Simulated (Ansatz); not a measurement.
Fluorite CaF2: a single-point calculation in the PAW code Ansatz (PBE). The cell was relaxed with r2SCAN and then strained, so it isn't that functional's minimum.

Input file:
```yaml
crystal:
  lattice:
    - [0.0, 2.7195929739, 2.7195929739]
    - [2.7195929739, 0.0, 2.7195929739]
    - [2.7195929739, 2.7195929739, 0.0]
  atoms:
    - { symbol: Ca, position: [0.0, 0.0, 0.0] }
    - { symbol: F, position: [0.25, 0.25, 0.25] }
    - { symbol: F, position: [0.75, 0.75, 0.75] }
kpoints:
  mp_grid: { grid: [8, 8, 8] }
  band_path:
    path:
      - [0.0, 0.0, 0.0]
      - [0.5, 0.0, 0.5]
      - [0.625, 0.25, 0.625]
      - [0.375, 0.375, 0.75]
      - [0.5, 0.5, 0.5]
      - [0.5, 0.25, 0.75]
    npoints: 1
hamiltonian:
  xc: pbe
scf:
  occupations: { method: fermi_dirac, width: 0.02 }
  n_extra_bands: 4
output:
  forces: true
  stress: true
  eigenvalues: true
```

Command: `ansatz run input.yaml --threads 2 --pin off --max-ram 2211MiB --backend cpu --events-out ev --progress --plain --runs-dir out`.

Main lines of the log:
```
Pseudopotential: Ca, paw, valence charge 10, recommended cutoff 420 eV (normal)
Pseudopotential: F, paw, valence charge 7, recommended cutoff 420 eV (normal)
Functional definition: PBE
Crystal: 3 atoms, lattice volume = 40.229 Å³
Basis set: ecut = 420 eV, 749 PW (Γ)
Bands: 16, of which v1, the nominal top of the filled ones, is band 12 counted from 1 (11 counted from 0)
Symmetry: 48 space group operations
Space group: Fm-3m (ITA 225)
k-points: 29 of 512
preconditioner: auto → none  [insulator: Δε(μ)=7.385 eV  σ=0.020 eV  ℏωp=27.5 eV]
SCF 1 converged in 7 iterations: F = -3439.794416 eV  dr2 = 1.94e-8
Free energy (F): -3439.794416 eV
Fermi energy:    7.152289 eV
--- Per-component energies (eV) ---
  E_band       = -183.368214
  E_kinetic    = 694.492527
  E_local      = -1778.502637
  E_nonlocal   = 210.197145
  E_hartree    = 633.093114
  E_xc         = -299.178329
  E_vxc        = -378.794636
  E_paw        = -1259.658897
  E_vpaw       = -196.947286
  E_ewald      = -1640.241434
--- Stress (GPa, compression-positive) ---
        3.328182       0.000000       0.000000
        0.000000       3.328182       0.000000
        0.000000       0.000000       3.328182
  P = ⅓ Tr σ = 3.3282 GPa (33.282 kbar)
--- Band table (eV; the first three rows and the last of 29) ---
  k-point 0: bands = […, 1.3071, 1.3071, 1.3071, 3.1914, 3.1914, 3.1914, 10.8245, 12.6689, 12.6689, 14.7745]
  k-point 1: bands = […, 1.3776, 1.3776, 1.4361, 3.0088, 3.1186, 3.1186, 11.2260, 12.7026, 12.7026, 14.6218]
  k-point 2: bands = […, 1.5651, 1.5651, 1.7452, 2.6261, 2.9343, 2.9343, 12.1298, 12.7825, 12.7825, 14.3832]
  k-point 28: bands = […, 1.1665, 1.2938, 2.3953, 2.3953, 3.1652, 3.3564, 11.9384, 13.2597, 13.4618, 13.4618]
```

The rows of the band table are 0: (0, 0, 0) = Γ, 1: (0, 0, 1/8), 2: (0, 0, 1/4), 28: (1/4, -1/2, -1/4) = W.

The file bands.tsv (bands near the Fermi energy, numbered from 0, rounded):
```tsv
# k_distance	band_7	band_8	band_9	band_10	band_11	band_12	band_13	band_14	band_15
# fermi_ev = 7.152289
# [0, 0, 0] at k_distance = 0.000000
# [0.5, 0, 0.5] at k_distance = 1.155170
# [0.625, 0.25, 0.625] at k_distance = 1.563584
# [0.375, 0.375, 0.75] at k_distance = 2.270979
# [0.5, 0.5, 0.5] at k_distance = 2.978373
# [0.5, 0.25, 0.75] at k_distance = 3.795202
# levels_relative_to = fermi_ev
0.000	-5.845	-5.845	-3.961	-3.961	-3.961	3.672	5.517	5.517	7.622
1.155	-5.368	-5.368	-4.073	-4.073	-3.704	4.459	5.891	6.447	7.247
1.564	-5.453	-5.223	-4.357	-4.148	-3.803	4.717	6.085	6.172	6.716
2.271	-5.453	-5.223	-4.357	-4.148	-3.803	4.717	6.085	6.172	6.716
2.978	-5.240	-5.003	-4.956	-4.547	-4.547	5.738	5.738	6.129	7.103
3.795	-5.858	-4.757	-4.757	-3.987	-3.796	4.786	6.107	6.309	6.309
```
In order the rows are Γ, X, U, K, L, W.

PBE gives an indirect gap of 7.38 eV, from X to Γ; the least direct gap is 7.63 eV at Γ. At this geometry PBE finds +3.33 GPa, compression counted positive: its own equilibrium volume is larger.

The values are computed, spin-unpolarised, and not measurements.
